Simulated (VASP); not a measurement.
BN, 4 atoms in the cell. It takes space group P6_3mc (No. 186, hexagonal). Conventional cell: a = 2.554 Å, b = 2.554 Å, c = 4.227 Å, α = 90.00°, β = 90.00°, γ = 120.00°. Around N (site symmetry 3m) lie 4 B at 1.57 to 1.58 Å. B (site symmetry 3m) is surrounded by 4 N at 1.57 to 1.58 Å. Measurements of this composition are mostly on another form, of space group No. 194.

| Property | Result |
| --- | --- |
| Program | VASP 6.6.1 |
| Task | phonons |
| Functional | PBEsol |
| Dispersion | D3(BJ) |
| Potentials or basis | VASP PAW PBE potentials, release 64 (N, B) |
| Cutoff | 520 eV |
| k mesh | 10 × 10 × 5 |
| Occupations | gaussian, width 0.01 eV |
| Spin | no spin polarisation |
| Dipole correction | no |
| Further INCAR settings | ALGO = Normal; EDIFF = 1e-08; NBANDS = 16; IBRION = 6; POTIM = 0.015; NSW = 1 |

Potentials or basis: VASP PAW PBE potentials, release 64 (N, B).

Launch:

```sh
$ cat potpaw_PBE.64/N/POTCAR potpaw_PBE.64/B/POTCAR > POTCAR
$ mpirun -np 1 vasp_std > vasp.out
```

Hardware: 1 thread of Intel(R) Xeon(R) Platinum 8488C (Sapphire Rapids), on a shared host.

Problem. How long does it take, and how much memory?

Solution. It took 3.4 min on 1 thread of Intel(R) Xeon(R) Platinum 8488C (Sapphire Rapids) (shared host), peak memory 0.26 GiB. Counts: scf iterations 82, k points 42.
